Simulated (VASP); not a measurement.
# ZnO under changes of volume

One of the cells (9.907 Å³/atom); the others are scaled copies at fixed shape and fractional positions:

```xyz
2
Lattice="2.7060 0.0000 0.0000 0.0000 2.7060 0.0000 0.0000 0.0000 2.7060" Properties=species:S:1:pos:R:3 pbc="T T T"
Zn    0.0000    0.0000    0.0000
O     1.3530    1.3530    1.3530
```

The cell was built by a generator and needn't be a form met in nature.

| Property | Result |
| --- | --- |
| Program | VASP 6.6.1 |
| Functional | PBE |
| Potentials or basis | VASP PAW PBE potentials, release 64 (Zn, O) |
| Cutoff | 520 eV |
| k mesh | 10 × 10 × 10 |
| Occupations | fermi-dirac, width 0.05 eV |
| Spin | no spin polarisation |

```tsv
volume (Å³/atom)	energy over the lowest point (meV/atom)	pressure (GPa)
9.130	22.00	12.3
9.325	9.54	8.0
9.519	?	?
9.907	0.00	-2.5
10.102	4.53	-5.2
10.296	12.25	-7.7
```

Question: What does the run at 9.519 Å³/atom give?

Answer: Energy over the lowest point 2.08 meV/atom; pressure 4.1 GPa.

Worked out: A Birch-Murnaghan fit of order 3 (a polynomial in V^(-2/3)) to the other rows has its minimum at 9.76 Å³/atom with B0 = V·E''(V) = 160 GPa and B' = 4.4. It gives 2.09 meV/atom at 9.519 Å³/atom, against the run's 2.08, and -dE/dV = 4.3 GPa, against 4.1.

Energies are extrapolated to zero smearing.
